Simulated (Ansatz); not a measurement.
# GaAs (F-43m) in Ansatz: settings compared, part 2 of 2

Ansatz 0.2.0.

## Step 3: Born charges and dielectric tensor, PBE

The input, input.yaml:

```yaml
crystal:
  lattice:
    - [0.0, 2.82685, 2.82685]
    - [2.82685, 0.0, 2.82685]
    - [2.82685, 2.82685, 0.0]
  atoms:
    - { symbol: As, position: [0.75, 0.75, 0.75] }
    - { symbol: Ga, position: [0.0, 0.0, 0.0] }
kpoints:
  mp_grid: { grid: [8, 8, 8] }
scf:
  occupations: { method: fixed }
hamiltonian:
  xc: pbe
  pseudopotentials: { kind: all_electron, datasets: crystal }
output: {}
dielectric: {}
```

Potentials or basis: all-electron PAW datasets made for the crystal.

On the command line:

```sh
$ ansatz run input.yaml --threads 1 --pin off --max-ram 3072MiB --backend cpu --events-out ev --progress --plain --runs-dir out
```

Log:

```text
Warning: RAYON_NUM_THREADS=1 ignored (pool sized by the plan → 1); use --threads N
hamiltonian.pseudopotentials.datasets: crystal makes datasets for this crystal and solves the spheres of its atoms anew in each pass: cutoff 250.0 eV, the density's 1250.0 eV; for an error of 0.50 meV an atom under PBE, 1.0 meV for the cell; an energy difference from a run of another recipe may be off by several times the error for the cell, under r2SCAN by more, where some 0.1 meV an atom stays at smaller errors; in a run that uses the all-electron wave functions in the spheres, carries its plane waves along with the cell (elastic.basis: deformed) or is on a recipe of such a run or, without exact exchange, of a hybrid, they include no finite-basis correction of the energy (for plane waves above the cutoff): energies differ from those of runs with it by up to 1.1 meV an atom at a dataset_error of 0.2 meV (4 under r2SCAN), and by more at a larger error or with an open f shell (one dataset_recipe, of a run without it, keeps both alike, but for a hybrid, which always has it); Ga in spheres of 1.376 Å, 13 of its electrons in bands; As in spheres of 1.069 Å, 5 of its electrons in bands, 10 on its site; only band paths and densities of states list, in semicore columns, the levels of the semicore shells that are solved separately: 3d of As
Engine: ansatz 0.2.0, aarch64-unknown-linux-gnu
Pseudopotentials: kind: all_electron
Pseudopotential: As, paw, valence charge 15, recommended cutoff 250 eV (normal), crystal/all_electron/pbe/scalar/gaussian/As, Koelling and Harmon's equation, gaussian nucleus
Pseudopotential: Ga, paw, valence charge 13, recommended cutoff 250 eV (normal), crystal/all_electron/pbe/scalar/gaussian/Ga, Koelling and Harmon's equation, gaussian nucleus
Functional definition: PBE
  parameter kappa = 0.804
  parameter beta = 0.06672455060314922
  exchange = pbe_x(kappa = kappa, mu = beta*pi^2/3)
  correlation = pbe_c(beta = beta)
davidson cushion auto → on  (no smearing: the cushion is to keep the highest requested band from converging to the state above it; pin scf.eigensolver.cushion to override)
Crystal: 2 atoms, lattice volume = 45.179 Å³
Basis set: ecut = 250 eV, 411 PW (Γ), exchange–correlation on 48×48×48 points (8 copies of the dense FFT grid, shifted against one another)
Bands: 13, of which v1, the nominal top of the filled ones, is band 9 counted from 1 (8 counted from 0)
Symmetry: 24 space group operations
[... 53 lines left out ...]
  k-point 1: bands = ["-5.4366", "-5.4192", "-5.4192", "-5.3446", "-5.3446", "-3.1898", "7.3936", "9.1181", "9.1181", "10.9492", "13.4418", "13.4418", "13.5541"]
  k-point 2: bands = ["-5.4668", "-5.4115", "-5.4115", "-5.3441", "-5.3441", "-2.6799", "5.2201", "8.6768", "8.6768", "10.8099", "13.9599", "13.9599", "15.3127"]
  k-point 94: bands = ["-5.5232", "-5.3911", "-5.3785", "-5.3550", "-5.3408", "-0.8146", "2.7312", "5.8237", "6.0167", "13.9798", "14.0783", "14.7723", "15.4042"]
--- Dielectric response (ions clamped): 1 representative field direction + reference, on 95 of 512 k-points (Σ response iterations 9) ---
  k mesh reduced under 4 symmetry operations, with k and −k counted as one. Each operation leaves every solved perturbation unchanged. A smaller set is not considered because the run solves the response to a homogeneous field
  ε∞ (high-frequency dielectric tensor):
       12.760502     0.000000     0.000000
       -0.000000    12.760502     0.000000
        0.000000    -0.000000    12.760502
  Born effective charges Z* (e; rows j = field, columns β = displacement):
    site 0:
        -2.13036    0.00000    0.00000
        -0.00000   -2.13036    0.00000
         0.00000   -0.00000   -2.13036
    site 1:
         2.13036   -0.00000   -0.00000
         0.00000    2.13036   -0.00000
         0.00000    0.00000    2.13036
  Z* charge neutrality: 1.174e-4 e pre-enforcement
  k-mesh period / interband length: 32.0 Å / 3.70 Å = 8.65 at k = (0.0000, 0.0000, 0.0000), direct gap 0.521 eV — UNDER 14: by this measure the k-mesh is too coarse for the response
```

It took 71 s on 1 thread of Arm Neoverse V1, shared host; peak memory 1.1 GiB.

What came out:

```
Free energy                             : -114424.4503 eV
Band gap on the k mesh                  : 0.52 eV, direct
Electronic dielectric tensor (diagonal) : 12.76
Born charges (mean of the diagonal)     : As -2.13; Ga +2.13 e
```

Electronic dielectric tensor:
```
12.76  0.00  0.00
 0.00 12.76  0.00
 0.00  0.00 12.76
```

Born effective charge tensors (e):
atom 1, As
```
-2.13  0.00  0.00
 0.00 -2.13  0.00
 0.00  0.00 -2.13
```
atom 2, Ga
```
2.13 0.00 0.00
0.00 2.13 0.00
0.00 0.00 2.13
```

Caveat: the gap is small at this level, which inflates the dielectric constant; the program warned that the printed levels may be off, so bands, gaps and densities of states are rough.

## Step 4: Phonons, PBE

The input, input.yaml:

```yaml
crystal:
  lattice:
    - [0.0, 2.82685, 2.82685]
    - [2.82685, 0.0, 2.82685]
    - [2.82685, 2.82685, 0.0]
  atoms:
    - { symbol: As, position: [0.75, 0.75, 0.75] }
    - { symbol: Ga, position: [0.0, 0.0, 0.0] }
kpoints:
  mp_grid: { grid: [6, 6, 6] }
scf:
  occupations: { method: fermi_dirac, width: 0.05 }
hamiltonian:
  xc: pbe
  pseudopotentials: { kind: all_electron, lapw: { basis_error: 0.001 } }
output: {}
phonons:
  method: fd
  supercell: [1, 1, 1]
```

Potentials or basis: all-electron LAPW, scalar-relativistic.

On the command line:

```sh
$ ansatz run input.yaml --threads 1 --pin off --max-ram 3072MiB --backend cpu --events-out ev --progress --plain --runs-dir out
```

Log:

```text
Warning: RAYON_NUM_THREADS=1 ignored (pool sized by the plan → 1); use --threads N
LAPW: plane waves up to 9.460 Å⁻¹, error target 1.0e-3 eV per atom; small_component_spin mean_spin; Ga in spheres of 1.196 Å, 21 of its electrons in bands, Dirac shells []; As in spheres of 1.179 Å, 23 of its electrons in bands, Dirac shells [] (how accurate: hamiltonian.pseudopotentials.lapw.basis_error, Limitations)
Engine: ansatz 0.2.0, aarch64-unknown-linux-gnu
Pseudopotentials: kind: all_electron
Pseudopotential: As, LAPW, valence charge 23, lapw/all_electron/scalar/gaussian/As, Koelling and Harmon's equation, gaussian nucleus
Pseudopotential: Ga, LAPW, valence charge 21, lapw/all_electron/scalar/gaussian/Ga, Koelling and Harmon's equation, gaussian nucleus
Functional definition: PBE
  parameter kappa = 0.804
  parameter beta = 0.06672455060314922
  exchange = pbe_x(kappa = kappa, mu = beta*pi^2/3)
  correlation = pbe_c(beta = beta)
Crystal: 2 atoms, lattice volume = 45.179 Å³
Basis set: ecut = 340.99714842039293 eV, 645 PW (Γ), exchange–correlation at level 2
[... 62 lines left out ...]
--- Forces (eV/Å), atoms counted from 1 ---
  atom   1  As    -0.00000000     0.00000000     0.00000000
  atom   2  Ga     0.00000000    -0.00000000     0.00000000
  max |Σ_I F_I| component: 1.62e-17 eV/Å
--- Band table (eV; the first three rows and the last of 16) ---
  k-point 0: bands = ["-175.3544", "-134.2588", "-118.7264", "-118.7264", "-118.7264", "-84.9904", "-84.9904", "-84.9904", "-25.7749", "-25.7749", "-25.7749", "-25.7654", "-25.7654", "-5.4266", "-5.4266", "-5.4266", "-5.3485", "-5.3485", "-3.3656", "9.3611", "9.3611", "9.3611", "9.8799", "13.0961", "13.0961", "13.0961", "16.9582"]
  k-point 1: bands = ["-175.3544", "-134.2588", "-118.7264", "-118.7264", "-118.7264", "-84.9904", "-84.9904", "-84.9904", "-25.7749", "-25.7747", "-25.7747", "-25.7654", "-25.7654", "-5.4496", "-5.4207", "-5.4207", "-5.3487", "-5.3487", "-3.0449", "6.6513", "8.9808", "8.9808", "10.9966", "13.6432", "13.6432", "14.0461", "18.3114"]
  k-point 2: bands = ["-175.3544", "-134.2588", "-118.7264", "-118.7264", "-118.7264", "-84.9904", "-84.9904", "-84.9904", "-25.7748", "-25.7743", "-25.7743", "-25.7653", "-25.7653", "-5.4895", "-5.4108", "-5.4108", "-5.3469", "-5.3469", "-2.2178", "3.9863", "8.4351", "8.4351", "10.5800", "14.0623", "14.0623", "16.6134", "18.1312"]
  k-point 15: bands = ["-175.3544", "-134.2588", "-118.7264", "-118.7264", "-118.7264", "-84.9904", "-84.9904", "-84.9904", "-25.7752", "-25.7738", "-25.7731", "-25.7657", "-25.7647", "-5.5300", "-5.3902", "-5.3818", "-5.3631", "-5.3418", "-0.8202", "2.6827", "6.0194", "6.1627", "12.6389", "12.8171", "16.4791", "16.7795", "20.4061"]
--- Phonons: 2 displaced members + reference (amplitude 0.01 Å, Σ member SCF iterations 12) ---
  symmetry images taken by strict's conditions (phonons.symmetry_images: auto; settled by no image being taken that strict refuses)
  ASR residual: 6.691e-4 → 0.000e0 eV/Å²; symmetrization residual: 1.375e-4 eV/Å²
  largest component of a force at the reference: 3.2e-17 eV/Å
  ASR residual per site (eV/Å²): 5.36e-4 6.69e-4
  Γ frequencies (cm⁻¹): 0.00 0.00 0.00 267.45 267.45 267.45
  density of states and harmonic sums: on the 19×19×19 q-mesh, interpolated from the force constants of a 1×1×1 supercell (no non-analytic term)
  largest difference from the sums on the solved wave vectors: F 4.73e-1 eV, S 7.31e-4 and C_V 2.58e-4 eV/K
  zero-point energy: 0.067644 eV/cell   skipped modes (ω ≤ 0): 3   left out of the sums: 7.29e-5 of the cell's modes: C_V's classical limit lies that fraction below 3 k_B per atom; for a crystal, a wire or a layer, F and S can be off by more, and a phonons.interpolated_qmesh denser along its periods is the remedy for the sampling
```

Run time: 50 s. Hardware: 1 thread of Arm Neoverse V1, shared host; peak memory 0.36 GiB.

Results:

| Property | Result |
| --- | --- |
| Free energy | -114424.4307 eV |
| Band gap on the k mesh | 0.52 eV, direct |
| Highest phonon frequency at Γ, LO-TO splitting left out | 267 cm⁻¹ |

Phonon frequencies in cm⁻¹ (negative: imaginary):
| q point | frequencies |
| --- | --- |
| (0.000, 0.000, 0.000) | 0 0 0 267 267 267 |

## Step 5: Summary

```csv
task,level,potentials or basis,k mesh,cutoff (eV),smearing,basis error allowed,gap on the mesh (eV)
band structure,RPBE,"all-electron LAPW, scalar-relativistic",8 × 8 × 8,316,fermi-dirac 0.05 eV,0.001 eV/atom,0.65
Born charges and dielectric tensor,PBE,all-electron PAW datasets made for the crystal,8 × 8 × 8,250,fixed,-,0.52
phonons,PBE,"all-electron LAPW, scalar-relativistic",6 × 6 × 6,341,fermi-dirac 0.05 eV,0.001 eV/atom,0.52
```

Alike in all rows: no spin polarisation; cell as given.

Caveats: the gap is small at this level, which inflates the dielectric constant (some runs); the program warned that the printed levels may be off, so bands, gaps and densities of states are rough (some runs).

Compare energies only between runs with the same functional and basis.

## Step 6: How close it comes

Step 2. Against the measured gap of GaAs, 1.412 eV (direct; 300 K; “Evidence of valence band perturbations in GaAsN/GaAs(001): A combined variable-angle spectroscopic ellipsometry and modulated photoreflectance investigation”, 2008, arxiv:0805.2212), the calculated 0.65 eV is off by -0.76 eV. 3 values of this kind are on record (1.412 to 1.51 eV); this one was drawn at random among those near their median, those with a stated uncertainty first. Spin-orbit coupling on As, Ga is left out. The value is that of RPBE, without temperature or zero-point motion. Semilocal functionals fall short of measured gaps as a rule.

Step 3. Measured gap of GaAs: 1.412 eV (direct; 300 K; “Evidence of valence band perturbations in GaAsN/GaAs(001): A combined variable-angle spectroscopic ellipsometry and modulated photoreflectance investigation”, 2008, arxiv:0805.2212). This calculation gives 0.52 eV (-0.89 eV). 3 values of this kind are on record (1.412 to 1.51 eV); this one was drawn at random among those near their median, those with a stated uncertainty first. Spin-orbit coupling on As, Ga is left out. The value is that of PBE on a finite k mesh, which can miss the band edges, without temperature or zero-point motion. Semilocal functionals fall short of measured gaps as a rule. A measured high-frequency dielectric constant of GaAs is 10.89 (300 K; a printed reference work, textbook); the calculated 12.76 misses it by +17.2 %.

Step 4. Against the measured gap of GaAs, 1.418 eV (direct; 300 K; “Evidence of valence band perturbations in GaAsN/GaAs(001): A combined variable-angle spectroscopic ellipsometry and modulated photoreflectance investigation”, 2008, arxiv:0805.2212), the calculated 0.52 eV is off by -0.90 eV. 3 values of this kind are on record (1.412 to 1.51 eV); this one was drawn at random among those near their median, those with a stated uncertainty first. Spin-orbit coupling on As, Ga is left out. The value is that of PBE on a finite k mesh, which can miss the band edges, without temperature or zero-point motion. Semilocal functionals fall short of measured gaps as a rule.
